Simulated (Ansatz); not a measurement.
From formation energies to a reaction energy: GaSb3

These are results of Ansatz 0.2.0, DFT PBE, scalar-relativistic, plane waves, PAW, not measurements. All cells share a 420 eV cutoff and Γ-centred k meshes spaced at most about 0.3 Å⁻¹ (about 0.25 or finer for metals, 2π included). No spin polarisation.

Energies over the elements count from the elements' standard structures at the same level, with no fitted energy shifts.

These are static total energies at zero pressure. These runs have no spin–orbit coupling, which can matter for Sb.

A trial structure of GaSb3 (reached from: random cell; relaxed: space group P-6m2 (No. 187), a = 5.021 Å, c = 5.658 Å) has a formation energy of 0.333 eV/atom. It holds Sb–Sb nets (shortest 2.90 Å). At its composition the lowest mixture among the elements and 2 reference phases computed alike (others may be missing) consists of these:

| phase | source | ΔE_f (eV/atom) |
| --- | --- | --- |
| Sb (solid) | element | -0.002 |
| GaSb (F-43m) | Materials Project | -0.166 |

The lowest database cell of Sb (-0.002) lies slightly below the reference, hence the non-zero entry.

Problem. Write the balanced decomposition and find its energy per atom, per formula unit and per mole of formula units.

Solution. Balancing Ga and Sb gives GaSb3 → 2 Sb + GaSb. The left side holds 4 atoms, and the products take 2/4 (Sb) and 2/4 (GaSb) of them. The mixture therefore lies at 2/4 × (-0.002) + 2/4 × (-0.166) = -0.084 eV/atom. The reaction energy is -0.084 − (0.333) = -0.417 eV/atom. Times 4 atoms that is -1.668 eV per GaSb3, and times 96.485 it is -161 kJ per mole of GaSb3. Decomposition is downhill, so the trial structure is unstable against this mixture.
